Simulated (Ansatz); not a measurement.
**Al₂Cu: what changed settings do**

The reference input for Ansatz (plane-wave DFT with PAW):

```yaml
crystal:
  lattice:
    - [4.105182, 0.0, 0.0]
    - [0.0, 4.105182, 0.0]
    - [0.0, 0.0, 2.891313]
  atoms:
    - { symbol: Al, position: [0.5, 0.0, 0.5] }
    - { symbol: Al, position: [0.0, 0.5, 0.5] }
    - { symbol: Cu, position: [0.0, 0.0, 0.0] }
basis:
  ecutwfc: 420
kpoints:
  mp_grid: { grid: [4, 4, 6] }
hamiltonian:
  xc: pbe
scf:
  occupations: { method: gaussian, width: 0.1 }
output:
  forces: true
  stress: true
  eigenvalues: true
```

Command:

```bash
ansatz run input.yaml --threads 1 --pin off --max-ram 1331MiB --backend cpu --events-out ev --progress --plain --runs-dir out
```

The run converges in 6 SCF iterations on 24 irreducible k-points: pressure 0.51 GPa, no gap.

Settings here are deliberately varied, not converged. Each trial's input is given as a difference from the reference's; energies are extrapolated to zero smearing where there is one, and pressure is positive in compression.

Trial 1:

```diff
 crystal:
   atoms:
-    - { symbol: Cu, position: [0.0, 0.0, 0.0] }
+    - { symbol: Cu, position: [0.0, 0.0, 0.0], spin: 0.1 }
 kpoints:
-  mp_grid: { grid: [4, 4, 6] }
+  mp_grid: { grid: [2, 2, 7] }
 scf:
-  occupations: { method: gaussian, width: 0.1 }
+  occupations: { method: fermi_dirac, width: "300 K" }
+  lower_state_search: "off"
 output:
+  populations: true
+magnetization:
+  spin_polarized: true
+  magnetic_field: 1
```

The run converges in 21 SCF iterations on 12 irreducible k-points: pressure 3.43 GPa, no gap, cell moment 0.00 μB (in the typed magnetic field). It warns that the starting moments were lost.

Trial 2:

```diff
 basis:
-  ecutwfc: 420
+  ecutwfc: 490
 scf:
+  mixing: { beta: 0.15, q_tf: 1.2 }
+  initial_density: { chi_scale: 0, normalization: atom }
+  max_iter: 80
+  convergence: { dr2_threshold: "1e-9 eV" }
+accuracy: low
```

The run converges in 11 SCF iterations on 24 irreducible k-points: energy 0.92 meV per atom below the reference, pressure 0.51 GPa, no gap. It warns that the SCF threshold is loose for the stress.

Trial 3 (one atom moved):

```diff
 crystal:
   atoms:
-    - { symbol: Al, position: [0.0, 0.5, 0.5] }
+    - { symbol: Al, position: [0.012179728, 0.5, 0.5] }
```

The run converges in 6 SCF iterations on 36 irreducible k-points: energy 0.74 meV per atom above the reference, pressure 0.54 GPa, largest force 0.101 eV/Å, no gap.

Trial 4:

```diff
 crystal:
   atoms:
-    - { symbol: Cu, position: [0.0, 0.0, 0.0] }
+    - { symbol: Cu, position: [0.0, 0.0, 0.0], spin: 4.0 }
-basis:
-  ecutwfc: 420
+basis: {}
 kpoints:
-  mp_grid: { grid: [4, 4, 6] }
+  mp_grid: { grid: [2, 3, 5] }
 hamiltonian:
+  pseudopotentials: { kind: nc }
 scf:
+  lower_state_search: "off"
+  n_extra_bands: 2
 output:
+  populations: true
+magnetization:
+  spin_polarized: true
```

The run converges in 16 SCF iterations on 12 irreducible k-points: at 1252 eV, the cutoff that these potentials take when none is typed, pressure 1.04 GPa, no gap, cell moment 0.00 μB. It warns that the count of filled bands differs between k-points; that the bands leave little room for a larger moment; that the starting moments were lost; that the mesh lowers the symmetry.

Trial 5:

```diff
 kpoints:
-  mp_grid: { grid: [4, 4, 6] }
+  mp_grid: { kspacing: 1.0 }
 hamiltonian:
-  xc: pbe
+  xc: hse06
 output:
-  stress: true
+  stress: false
```

The run converges in 19 SCF iterations on 6 irreducible k-points: no gap. It warns that the count of filled bands differs between k-points.

Trial 6 (volume scaled):

```diff
 crystal:
   lattice:
-    - [4.105182, 0.0, 0.0]
-    - [0.0, 4.105182, 0.0]
-    - [0.0, 0.0, 2.891313]
+    - [3.9114500189, 0.0, 0.0]
+    - [0.0, 3.9114500189, 0.0]
+    - [0.0, 0.0, 2.7548659934]
 kpoints:
-  mp_grid: { grid: [4, 4, 6] }
+  mp_grid: { kspacing: 1.4 }
 hamiltonian:
+  hubbard:
+    sites: [{ species: Cu, l: d, u: 7.0, j: 0.84 }]
+    projectors: ortho-atomic
```

The run converges in 10 SCF iterations on 6 irreducible k-points: pressure 16.82 GPa, no gap. It warns that the count of filled bands differs between k-points. Under a U the state reached may not be the lowest.

Trial 7:

```diff
 scf:
-  occupations: { method: gaussian, width: 0.1 }
+  occupations: { method: cold, width: 0.023 }
```

The run converges in 6 SCF iterations on 24 irreducible k-points: energy 0.22 meV per atom above the reference, pressure 0.51 GPa, no gap.

Trial 8:

```diff
 basis:
-  ecutwfc: 420
+  ecutwfc: "11 Ha"
```

The run converges in 6 SCF iterations on 24 irreducible k-points: energy 122 meV per atom above the reference, pressure 1.25 GPa, no gap. It warns that the cutoff lies under the recommended one, 420 eV for these potentials.

Trial 9:

```diff
 crystal:
+  symmetry: { tolerance: 0.001 }
 basis:
-  ecutwfc: 420
+  ecutrho_ratio: 4
 kpoints:
-  mp_grid: { grid: [4, 4, 6] }
+  mp_grid: { grid: [1, 1, 2] }
 hamiltonian:
+  dispersion: d4
 scf:
-  occupations: { method: gaussian, width: 0.1 }
+  occupations: { method: fermi_dirac, width: "1000 K" }
```

The run converges in 6 SCF iterations on 2 irreducible k-points: pressure 7.86 GPa, no gap.

Trial 10:

```diff
 hamiltonian:
-  xc: pbe
+  xc: pw92
```

The run converges in 6 SCF iterations on 24 irreducible k-points: pressure -5.20 GPa, no gap.

Trial 11:

```diff
 scf:
-  occupations: { method: gaussian, width: 0.1 }
+  occupations: { method: cold, width: 0.041 }
+  lower_state_search: standard
+  convergence: { dr2_threshold: "1e-12 eV" }
```

The run converges in 9 SCF iterations on 24 irreducible k-points: energy 0.19 meV per atom above the reference, pressure 0.51 GPa, no gap.

Trial 12:

```diff
 basis:
-  ecutwfc: 420
+  ecutwfc: "20 Ry"
```

The run converges in 6 SCF iterations on 24 irreducible k-points: energy 401 meV per atom above the reference, pressure 1.51 GPa, no gap. It warns that the cutoff lies under the recommended one, 420 eV for these potentials.